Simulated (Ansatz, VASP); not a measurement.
# Hf2Si: VASP beside Ansatz

The input INCAR:

```
PREC = Accurate
ENCUT = 520
EDIFF = 1E-7
ISMEAR = 0
SIGMA = 0.05
LREAL = False
LASPH = True
NELM = 100
ALGO = Normal
ISIF = 2
LWAVE = False
LCHARG = False
GGA = PS
NBANDS = 33
```

The input KPOINTS:

```
Automatic mesh
0
Gamma
  5 5 5
```

Contents of POSCAR:

```
Hf2Si
1.0
   -3.2753522240      3.2753522240      2.5828233930
    3.2753522240     -3.2753522240      2.5828233930
    3.2753522240      3.2753522240     -2.5828233930
Hf Si
4 2
Direct
    0.8435136200      0.6564863800      0.5000000000
    0.3435136200      0.8435136200      0.1870272400
    0.1564863800      0.3435136200      0.5000000000
    0.6564863800      0.1564863800      0.8129727600
    0.7500000000      0.7500000000      0.0000000000
    0.2500000000      0.2500000000      0.0000000000
```

Input for Ansatz:

```yaml
crystal:
  lattice:
    - [-3.275352224, 3.275352224, 2.582823393]
    - [3.275352224, -3.275352224, 2.582823393]
    - [3.275352224, 3.275352224, -2.582823393]
  atoms:
    - { symbol: Hf, position: [0.84351362, 0.65648638, 0.5] }
    - { symbol: Hf, position: [0.34351362, 0.84351362, 0.18702724] }
    - { symbol: Hf, position: [0.15648638, 0.34351362, 0.5] }
    - { symbol: Hf, position: [0.65648638, 0.15648638, 0.81297276] }
    - { symbol: Si, position: [0.75, 0.75, 0.0] }
    - { symbol: Si, position: [0.25, 0.25, 0.0] }
basis:
  ecutwfc: 420
kpoints:
  mp_grid: { grid: [5, 5, 5] }
hamiltonian:
  xc: pbesol
scf:
  occupations: { method: gaussian, width: 0.05 }
output:
  forces: true
  stress: true
  eigenvalues: true
```

Alike in both runs: task single point; functional PBEsol; k mesh 5 × 5 × 5; occupations gaussian, width 0.05 eV; no spin polarisation.

```csv
,VASP,Ansatz
version,VASP 6.6.1,Ansatz 0.2.0
potentials or method,"VASP PAW PBE potentials, release 64 (Hf_pv, Si)","scalar-relativistic, plane waves, PAW"
plane-wave cutoff (eV),520,420
valence electrons in the cell,48,112
```

VASP gave:

```
gap on the k mesh at the Fermi level (eV)       : none
pressure (GPa)                                  : -2.6
largest component of the traceless stress (GPa) : 0.35
rms of the force components (eV/Å)              : 0.009
```

**Question.** What did Ansatz give for the same quantities?

**Answer.** gap on the k mesh at the Fermi level (eV): none; pressure (GPa): -2.4; largest component of the traceless stress (GPa): 0.32; rms of the force components (eV/Å): 0.004.

Atom by atom the forces differ by 0.005 eV/Å (rms over components). A gap of «none» marks a metal or a gap that the smearing closes. The functional is the same, so the differences come from potentials, cutoffs and numerics. The two sets of potentials don't hold the same shells in valence.

Caveats: the PAW data sets were made with another functional, which shifts forces and pressure a little (VASP). The runs have no spin-orbit coupling, so splittings on Hf are missing.
